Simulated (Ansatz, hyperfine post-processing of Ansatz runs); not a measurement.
# Li3MnSiCO7: isotropic lines and sites in a paramagnetic 7Li spectrum

Calculated values: DFT, PBEsol+U, plane-wave PAW, default files (PAW set soft_2), collinear spin, scalar-relativistic (Ansatz), contact and point-dipole shifts scaled to 298 K with Θ = 0 K (a pure Curie law); spin-only moments, above the ordering temperature.

```
Mn Si O C Li
1.0
     5.06405    0.00000    0.00000
     0.00000    6.31697    0.00000
    -0.51235    0.00000    8.52994
Mn Si O C Li
2 2 14 2 6
Direct
  0.81043 0.50000 0.66881
  0.18957 0.00000 0.33119
  0.28141 0.50000 0.42330
  0.71860 0.00000 0.57670
  0.16514 0.69726 0.31188
  0.16514 0.30274 0.31188
  0.83486 0.19726 0.68812
  0.83486 0.80274 0.68812
  0.82917 0.00000 0.40076
  0.17083 0.50000 0.59924
  0.60472 0.50000 0.43947
  0.39529 0.00000 0.56052
  0.44194 0.00000 0.15914
  0.55806 0.50000 0.84086
  0.03327 0.00000 0.05043
  0.96673 0.50000 0.94957
  0.61983 0.50000 0.10325
  0.38017 0.00000 0.89675
  0.28100 0.00000 0.03219
  0.71900 0.50000 0.96781
  0.74829 0.71684 0.28383
  0.74829 0.28316 0.28383
  0.25171 0.21684 0.71617
  0.25171 0.78316 0.71617
  0.22882 0.50000 0.11623
  0.77117 0.00000 0.88378
```

7Li MAS at 7.05 T (116.7 MHz), 20 kHz, 298 K; contact and dipolar shift alone, no orbital or quadrupolar part; lines under 1.5 % of the strongest are left out. Lines of the NMR spectrum (strongest = 100):

| position (ppm) | intensity |
| --- | --- |
| -617.3 | 2.0 |
| -445.8 | 10 |
| -343.0 | 5.3 |
| -274.4 | 31 |
| -171.6 | 13 |
| -103.0 | 81 |
| -0.2 | 35 |
| 68.5 | 100 |
| 171.3 | 17 |
| 239.9 | 66 |
| 342.7 | 39 |
| 411.3 | 35 |
| 514.1 | 79 |
| 582.7 | 52 |
| 685.6 | 30 |
| 754.2 | 43 |
| 857.0 | 4.3 |
| 925.6 | 21 |
| 1097.0 | 7.6 |
| 1268.5 | 2.0 |

**Question.** Which lines are isotropic ones rather than spinning sidebands, and which Li atoms give them?

Sidebands are spaced by 171 ppm (the spinning rate over the resonance of 116.7 MHz). An isotropic line need not be the tallest: it is the area-weighted centre of its own family of sidebands, and the one that stays put when the rate is changed. Isotropic shifts: 240 ppm for atom 21 and the 3 atoms equivalent to it (3 Mn through links of 91 to 95° (3) and 114° (1)), reduced anisotropy 808 ppm; 343 ppm for atom 25 and the 1 atom equivalent to it (3 Mn through links of 130° (2) and 154° (1)), reduced anisotropy -653 ppm. The families' total areas stand as 2:1, which settles the match.

[Logs are printed without paths, hosts, clocks, repeated set-up lines and the standing remarks that a program may print on its own settings, such as how far it seeks lower states.]

[Hosts, paths, dates, database ids (printed as entryN), source tags and the programs' standing remarks are cut or masked in the printed files.]
